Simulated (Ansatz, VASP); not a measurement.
**Al in VASP and in Ansatz**

```
Al
1.0
    -1.41152    1.41152    1.41152
     1.41152   -1.41152    1.41152
     1.41152    1.41152   -1.41152
Al
1
Direct
  0.00000 0.00000 0.00000
```

Change from the starting cell: volume scaled by 0.68, LAPW.

Alike in both runs: task single point; functional PBEsol; k mesh 17 × 17 × 17; occupations fermi-dirac, width 0.05 eV; no spin polarisation.

```csv
,VASP,Ansatz
version,VASP 6.6.1,Ansatz 0.2.0
potentials or method,"VASP PAW PBE potentials, release 64 (Al), cutoff 520 eV","all-electron LAPW, scalar-relativistic"
```

VASP gave:

| Property | Result |
| --- | --- |
| pressure (GPa) | 64.6 |

Question: Estimate Ansatz's values.

Answer: Pressure (GPa): 63.9.

Ansatz ran all-electron here, so the differences hold the error of VASP's frozen core and of both bases.

Caveats: the cell as given lies far from equilibrium; so large a pressure means that the cell lies far from this level's equilibrium, or that cutoff or potentials fall short (VASP); the potentials were made for another functional, which shifts forces and pressure (VASP).
